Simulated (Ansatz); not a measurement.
Ansatz input file:

```yaml
crystal:
  lattice:
    - [1.4508070796, -2.6219955625, -0.0298355994]
    - [1.4525962328, 2.6229834795, 0.0212830611]
    - [-0.0148263039, 0.0489316961, 5.0646262731]
  atoms:
    - { symbol: Au, position: [0.6582987144, 0.3317743381, 0.2549742809] }
    - { symbol: Au, position: [0.3417012856, 0.6682256619, 0.7450257191] }
basis:
  ecutwfc: 420
kpoints:
  mp_grid: { grid: [14, 14, 8] }
hamiltonian:
  xc: pbesol
scf:
  occupations: { method: gaussian, width: 0.1 }
output:
  forces: true
  stress: true
  eigenvalues: true
  populations: true
```

Launched with
```bash
ansatz run input.yaml --threads 1 --pin off --max-ram 1331MiB --backend cpu --events-out ev --progress --plain --runs-dir out
```

Method: DFT PBEsol, scalar-relativistic, plane waves, PAW in Ansatz 0.2.0.

From the run's log, abridged (iterations and final results):

```
SCF iter   1: F=—  HF=-26013.941905 eV  |F-HF|=—  |Δ(HF+E_count)|=         —  Δρ=6.62e-3  dr2=1.65e-2  ethr=1.77e-3  ⟨swp⟩=4.5  Hψ=66994  notcnv=0
SCF iter   2: F=—  HF=-26013.938833 eV  |F-HF|=—  |Δ(HF+E_count)|=   3.07e-3  Δρ=2.77e-3  dr2=2.59e-3  ethr=4.35e-5  ⟨swp⟩=2.0  Hψ=33051  notcnv=0
SCF iter   3: F=—  HF=-26013.938106 eV  |F-HF|=—  |Δ(HF+E_count)|=   7.27e-4  Δρ=6.98e-4  dr2=1.09e-4  ethr=6.81e-6  ⟨swp⟩=2.0  Hψ=24213  notcnv=0
SCF iter   4: F=—  HF=-26013.938119 eV  |F-HF|=—  |Δ(HF+E_count)|=   1.24e-5  Δρ=1.31e-4  dr2=3.92e-6  ethr=2.87e-7  ⟨swp⟩=2.3  Hψ=29549  notcnv=0
SCF iter   5: F=—  HF=-26013.938118 eV  |F-HF|=—  |Δ(HF+E_count)|=   5.56e-7  Δρ=3.11e-5  dr2=4.51e-7  ethr=1.03e-8  ⟨swp⟩=2.5  Hψ=31708  notcnv=0
SCF iter   6: F=-26013.938118 eV  HF=-26013.938118 eV  |F-HF|=1.71e-9  |Δ(HF+E_count)|=   4.88e-8  Δρ=5.96e-6  dr2=1.42e-8  ethr=2.63e-10  ⟨swp⟩=4.9  Hψ=64724  notcnv=0
SCF 1 converged in 6 iterations: F = -26013.938118 eV  dr2 = 1.42e-8
SCF converged after 6 iterations
Free energy (F): -26013.938118 eV
Harris-Foulkes:  -26013.938118 eV  (|F-HF|=1.71e-9)
Internal energy: -26013.934871 eV  (E = F + TS)
E sigma→0 (E₀):  -26013.936494 eV
Entropy (-TS):   -0.003248 eV (-1.624 meV/atom)
Fermi energy:    17.218860 eV
--- Per-component energies (eV) ---
  E_band       = -524.080268
  E_kinetic    = 1204.984112
  E_local      = -3785.291587  (includes V_loc(G=0)·N_el)
  E_nonlocal   = 155.986116
  E_hartree    = 1586.863239
  E_xc         = -450.547341
  E_vxc        = -545.697283  (∫ρ·V_xc dr)
  E_paw        = -19131.711625  (= ΣΔE_a)
  E_vpaw       = -727.788701  (= ΣTr[D̂ρ^β])
  E_aug_tail   = 0.002733  (compensation charges beyond the density's cutoff)
  E_ewald      = -5594.839475
  E_core_change = 0.618958  (= ΣΔE_core)
  E_smearing   = -0.003248  (= −TS)
--- Forces (eV/Å), atoms counted from 1 ---
  atom   1  Au     0.00090612    -0.00238426    -0.14743399
  atom   2  Au    -0.00090612     0.00238426     0.14743399
--- Stress (GPa, compression-positive) ---
      -14.795903      -0.022179       0.024146
       -0.022179     -14.520232      -0.234142
        0.024146      -0.234142     -14.142153
  P = ⅓ Tr σ = -14.4861 GPa (-144.861 kbar)
--- Band table (eV; the first three rows and the last of 788) ---
  k-point 0: bands = ["-87.8329", "-87.8281", "-39.2678", "-39.1907", "-39.1756", "-39.1741", "-39.1578", "-39.1533", "8.5373", "10.8009", "12.9205", "13.0046", "13.2911", "13.4984", "13.6966", "14.0744", "14.2533", "15.1742", "15.2369", "16.4942", "19.1607", "31.6728", "32.4096"]
  k-point 1: bands = ["-87.8327", "-87.8283", "-39.2636", "-39.1901", "-39.1761", "-39.1735", "-39.1584", "-39.1576", "8.6489", "10.7856", "12.8990", "12.9958", "13.2650", "13.4736", "13.6690", "14.1397", "14.3221", "15.1577", "15.2174", "15.6719", "20.2189", "31.3475", "32.4748"]
  k-point 2: bands = ["-87.8323", "-87.8288", "-39.2517", "-39.1887", "-39.1775", "-39.1719", "-39.1695", "-39.1602", "8.9716", "10.7089", "12.8570", "12.9823", "13.1952", "13.4327", "13.5990", "14.3047", "14.4497", "14.4923", "15.0944", "15.1624", "22.1674", "30.5272", "32.1898"]
  k-point 787: bands = ["-87.8267", "-87.8258", "-39.2853", "-39.2838", "-39.2107", "-39.2051", "-39.1941", "-39.1822", "11.1257", "11.1713", "11.9959", "12.1671", "14.2279", "14.4574", "15.0465", "15.1285", "15.5331", "15.5336", "17.5554", "17.7975", "20.2382", "20.4124", "28.8277"]
--- Löwdin populations: 2 sites ---
  site symbol q [e]
     0     Au     18.8557
     1     Au     18.8557
  spilling = 0.007596 (of n_electrons = 38.000000)
```

The run converged.

Spin–orbit coupling is left out, which can shift energies with elements as heavy as these.